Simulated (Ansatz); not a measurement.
Space group P6_3/mmc (No. 194). a = 2.492 Å, b = 2.492 Å, c = 4.034 Å, α = 90.00°, β = 90.00°, γ = 120.00°
| atom | site | symmetry | x | y | z |
| --- | --- | --- | --- | --- | --- |
| Co | 2d | -6m2 | 0.6667 | 0.3333 | 0.2500 |

Equation of state of this Co structure (not necessarily the ground state), with shape and atoms relaxed at each volume where symmetry leaves them free. It has no gap at any of these volumes. These are results of DFT PBE, scalar-relativistic, plane waves, PAW in Ansatz, not measurements.

Plane waves to 420 eV, a k mesh through Γ of 18×18×10 on the computed 2-atom cell and Gaussian smearing (0.10 eV); collinear spin.

```tsv
V (Å³/atom)	E − E(largest V) (meV/atom)	P (GPa)
9.546	74.49	37.68
9.872	10.35	25.72
10.197	-31.28	15.64
10.523	-54.22	7.18
10.848	-61.30	0.00
11.174	-54.84	-6.03
11.499	-37.13	-10.97
11.933	0.00	-16.09
```

Fit a third-order Birch–Murnaghan equation to E(V).

V0 = 10.85 Å³/atom, B0 = 217 GPa, B0' = 4.9.